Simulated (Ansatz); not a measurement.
Runs of Ansatz 0.2.0 on B. It takes space group Pm-3m (No. 221, cubic). Conventional cell: a = 1.885 Å, b = 1.885 Å, c = 1.885 Å, α = 90.00°, β = 90.00°, γ = 90.00°. B (site symmetry m-3m) has 6 B at 1.89 Å as nearest neighbours. The cell was built by a generator and needn't be a form met in nature.

```tsv
task	level	potentials or basis	k mesh	screening (1/Å)	share of exact exchange	mesh quality	gap on the mesh (eV)	V0 of scaled cells (Å³/atom)	B0 (GPa)
single point	PBE	Ansatz PAW	14 × 14 × 14	-	-	not flagged	none	-	-
equation of state	PBE	Ansatz PAW soft_1	14 × 14 × 14	-	-	not flagged	-	6.71	(a)
equation of state	PBE	Ansatz PAW	14 × 14 × 14	-	-	not flagged	-	6.71	234
single point	HSE06 form with a typed share of exact exchange	Ansatz PAW	7 × 7 × 7	0.6	0.25	coarse	none	-	-
single point	HSE06 form with a typed share of exact exchange	Ansatz PAW	7 × 7 × 7	0.15	0.25	coarse	none	-	-
```

Alike in all rows: no spin polarisation; cell as given; cutoff (eV) 420; smearing fermi-dirac 0.05 eV.

Problem. Estimate the missing entries.

Solution. (a) 233.

Caveats: some runs use coarse meshes; the PAW data sets come from PBE, with cores solved anew for the run's functional, which leaves a small shift of forces and pressure (some runs).

A k mesh can miss the band edges.

A gap of «none» marks a metal or a gap under the smearing width.

Not every run made on this cell is shown here.
